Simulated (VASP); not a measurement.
Here is a VASP 6.6.1 calculation.

Contents of INCAR:

```
PREC = Accurate ; ENCUT = 520
EDIFF = 1E-6 ; ISMEAR = 0
SIGMA = 0.1 ; LREAL = False
LASPH = True ; NELM = 80
ALGO = Normal ; ISIF = 2
LWAVE = False ; LCHARG = True
GGA = CX ; LUSE_VDW = True
AGGAC = 0.0 ; LORBIT = 11
LELF = True ; LVHAR = True
```

The input KPOINTS:

```
Automatic mesh
0
Gamma
  7 7 7
```

POSCAR

```
KCl
1.0
    0.0000000000      3.1464700000      3.1464700000
    3.1464700000      0.0000000000      3.1464700000
    3.1464700000      3.1464700000      0.0000000000
K Cl
1 1
Direct
    0.0000000000      0.0000000000      0.0000000000
    0.5000000000      0.5000000000      0.5000000000
```

Potentials or basis: VASP PAW PBE potentials, release 54 (K_sv, Cl).

Run with:

```console
$ cat potpaw_PBE.54/K_sv/POTCAR potpaw_PBE.54/Cl/POTCAR > POTCAR
$ mpirun -np 1 vasp_std > vasp.out
```

**Question.** Predict the pressure.

**Answer.** 0.0 GPa.

**Question.** What does it give for the band gap on the k mesh?

**Answer.** 5.30 eV, direct.

Caveat: the PAW data sets were made with another functional, which shifts forces and pressure a little; an odd mesh through Γ misses points on the zone boundary, where band edges often lie.

The gap isn't set beside the measured one, since this odd mesh misses points on the zone boundary.
